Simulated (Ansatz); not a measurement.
SrCl2:

```xyz
3
Lattice="0.0000 3.4884 3.4884 3.4884 0.0000 3.4884 3.4884 3.4884 0.0000" Properties=species:S:1:pos:R:3 pbc="T T T"
Sr    0.0000    0.0000    0.0000
Cl    5.2325    5.2325    5.2325
Cl    1.7442    1.7442    1.7442
```

```yaml
Program: Ansatz 0.2.0
Task: single point
Functional: PBE
Potentials_or_basis: all-electron LAPW, scalar-relativistic
Cutoff: 156 eV (chosen from the basis error)
Basis_error_allowed: 0.001 eV/atom
k_mesh: 7 × 7 × 7
Occupations: fermi-dirac, width 0.05 eV
Spin: no spin polarisation
```

On this cell: pressure 1.0 GPa; largest force zero by symmetry; band gap on the k mesh 5.38 eV, indirect (least direct gap 5.68 eV).

The same run follows on a disturbed copy (atoms moved at random, drawn with an rms of 0.05 Å):

```xyz
3
Lattice="0.0000 3.4884 3.4884 3.4884 0.0000 3.4884 3.4884 3.4884 0.0000" Properties=species:S:1:pos:R:3 pbc="T T T"
Sr   -0.0033   -0.0364   -0.0347
Cl    5.2490    5.2263    5.2512
Cl    1.7260    1.7611    1.7815
```

Problem. What does the disturbed cell give?

Solution. The energy moves by +3.4 meV/atom; pressure 1.1 GPa; largest force 0.215 eV/Å; band gap on the k mesh 5.37 eV, indirect (least direct gap 5.68 eV).

Forces in eV/Å, atoms in the order of the input:
```
Sr  -0.005  0.124  0.176
Cl  -0.084 -0.013 -0.048
Cl   0.090 -0.111 -0.128
```

Stress tensor (GPa, compression positive):
```
 1.09 -0.09 -0.11
-0.09  1.07  0.22
-0.11  0.22  1.05
```

Caveats: an odd mesh through Γ misses points on the zone boundary, where band edges often lie.
